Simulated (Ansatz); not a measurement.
A calculation with Ansatz 0.2.0 of Mg (native input, Cartesian positions):

input.yaml

```yaml
crystal:
  lattice:
    - [3.2093, 0.0, 0.0]
    - [-1.60465, 2.7793353284, 0.0]
    - [0.0, 0.0, 5.2103]
  atoms:
    - { symbol: Mg, position_ang: [1.60465, 0.926445109, 3.907725] }
    - { symbol: Mg, position_ang: [0.0, 1.852890219, 1.302575] }
hamiltonian:
  xc: revpbe
  pseudopotentials: { kind: paw, xc_functional: lda, accuracy: standard }
  dispersion: d3bj
kpoints:
  mp_grid: { grid: [10, 10, 5] }
scf:
  occupations: { method: gaussian, width: 0.01 }
output:
  forces: true
  stress: true
  eigenvalues: true
```

Potentials or basis: JTH PAW LDA.

Command:

```console
$ ansatz run input.yaml --threads 1 --pin off --max-ram 2560MiB --backend cpu --events-out ev --progress --plain --runs-dir out
```

Q: Write the same calculation in another form: native input, structure typed inline.

A: As run:

input.yaml

```yaml
crystal:
  lattice:
    - [3.2093, 0.0, 0.0]
    - [-1.60465, 2.7793353284, 0.0]
    - [0.0, 0.0, 5.2103]
  atoms:
    - { symbol: Mg, position: [0.6666666667, 0.3333333333, 0.75] }
    - { symbol: Mg, position: [0.3333333333, 0.6666666667, 0.25] }
hamiltonian:
  xc: revpbe
  pseudopotentials: { kind: paw, xc_functional: lda, accuracy: standard }
  dispersion: d3bj
kpoints:
  mp_grid: { grid: [10, 10, 5] }
scf:
  occupations: { method: gaussian, width: 0.01 }
output:
  forces: true
  stress: true
  eigenvalues: true
```

Potentials or basis: JTH PAW LDA.

Run with:

```bash
$ ansatz run input.yaml --threads 1 --pin off --max-ram 2560MiB --backend cpu --events-out ev --progress --plain --runs-dir out
```

Both were run:

|  | native input, Cartesian positions | native input, structure typed inline |
| --- | --- | --- |
| Pressure | -3.2 GPa | -3.2 GPa |
| Band gap on the k mesh | none (metal or under the smearing width) | none (metal or under the smearing width) |

Keys that steer only the numerical path or the files written may differ.

Caveat: pairwise dispersion overbinds metals, which lowers pressure and volume.
